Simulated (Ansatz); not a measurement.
Runs of Ansatz 0.2.0 on MgS. It takes space group F-43m (No. 216, cubic). The conventional cell has a = 5.666 Å, b = 5.666 Å, c = 5.666 Å, α = 90.00°, β = 90.00°, γ = 90.00°. Around S (site symmetry -43m) lie 4 Mg at 2.45 Å. Mg (site symmetry -43m) has 4 S at 2.45 Å as nearest neighbours. The cell comes from a database or a generator and needn't be the stable form of this composition.

```tsv
task	level	potentials or basis	k mesh	cutoff (eV)	smearing	broadening	other keys	gap on the mesh (eV)	pressure (GPa)
density of states	r2SCAN+rVV10	Ansatz PAW	8 × 8 × 8	500	gaussian 0.1 eV	-	-	4.06	-0.6
optical spectrum	PBE	JTH PAW	8 × 8 × 8	900	cold 0.15 eV	0.2 eV	-	(a)	-
single point	LDA	Ansatz PAW earlier set	12 × 12 × 12	620	fixed	-	kpoints.mp_grid.grid = 12 × 12 × 12; …	3.17	(b)
electrostatic potential	PBE0	Ansatz PAW earlier set	5 × 5 × 5	620	fermi-dirac 0.1 eV	-	-	5.20	-0.1
```

Alike in all rows: no spin polarisation; cell as given.

Task: Fill in the values left out.

Result: (a) 3.44; (b) -2.2.

Caveats: the PAW data sets come from PBE, with cores solved anew for the run's functional, which leaves a small shift of forces and pressure (some runs); the thresholds are loose for stress (some runs); spectra need much finer meshes, so this one isn't converged (some runs); independent-particle spectra lack excitons (some runs); odd divisions of the mesh miss points on the zone boundary, where band edges often lie, so the gap on the mesh can be too wide (some runs).

A k mesh can miss the band edges.
